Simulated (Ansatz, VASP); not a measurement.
C: VASP beside Ansatz

INCAR

```
SYSTEM = C
  ALGO = Normal
  DIPOL = 0.5 0.5 0.352
  EDIFF = 1E-6
  ENCUT = 520
  GGA = PE
  IDIPOL = 3
  ISIF = 2
  ISMEAR = 0
  IVDW = 12
  LASPH = .True.
  LCHARG = .False.
  LDIPOL = .True.
  LREAL = .False.
  LWAVE = .False.
  NBANDS = 16
  NELM = 100
  PREC = Accurate
  SIGMA = 0.1
```

Contents of KPOINTS:

```
k-points
0
Gamma
  15 15 1
  0 0 0
```

Contents of POSCAR:

```
C
1.0
    2.4657189577      0.0000000000      0.0000000000
   -1.2328594788      2.1353752560      0.0000000000
    0.0000000000      0.0000000000     17.5000000000
C
4
Direct
    0.3333333333      0.6666666667      0.2571428571
    0.6666666667      0.3333333333      0.2571428571
    0.6666666667      0.8333333333      0.4462857143
    0.3333333333      1.1666666667      0.4462857143
```

Input for Ansatz:

```yaml
crystal:
  lattice:
    - [2.4657189577, 0.0, 0.0]
    - [-1.2328594788, 2.135375256, 0.0]
    - [0.0, 0.0, 17.5]
  atoms:
    - { symbol: C, position: [0.3333333333, 0.6666666667, 0.2571428571] }
    - { symbol: C, position: [0.6666666667, 0.3333333333, 0.2571428571] }
    - { symbol: C, position: [0.6666666667, 0.8333333333, 0.4462857143] }
    - { symbol: C, position: [0.3333333333, 1.1666666667, 0.4462857143] }
basis:
  ecutwfc: 420
kpoints:
  mp_grid: { grid: [15, 15, 1] }
hamiltonian:
  xc: pbe
  dispersion: d3bj
scf:
  occupations: { method: gaussian, width: 0.1 }
output:
  forces: true
  eigenvalues: true
  write_density: true
  write_potential: true
  elf: true
  volumetric_format: npy
efield:
  axis: 3
  dipole_correction: true
  ramp_width: 0.04
```

Alike in both runs: task single point; functional PBE; dispersion D3(BJ); k mesh 15 × 15 × 1; occupations gaussian, width 0.1 eV; no spin polarisation.

```csv
,VASP,Ansatz
version,VASP 6.6.1,Ansatz 0.2.0
potentials or method,"VASP PAW PBE potentials, release 64 (C)","scalar-relativistic, plane waves, PAW"
plane-wave cutoff (eV),520,420
valence electrons in the cell,16,16
```

|  | VASP | Ansatz | Ansatz less VASP |
| --- | --- | --- | --- |
| gap on the k mesh at the Fermi level (eV) | 0.24 | 0.24 | 0.000 |
| least direct gap on the mesh (eV) | 0.24 | 0.24 | 0.000 |
| rms of the force components (eV/Å) | 0.012 | 0.012 | -0.0002 |

Atom by atom the forces differ by 0.000 eV/Å (rms over components). Ansatz warned: «xc_potential_rough_in_thin_density».
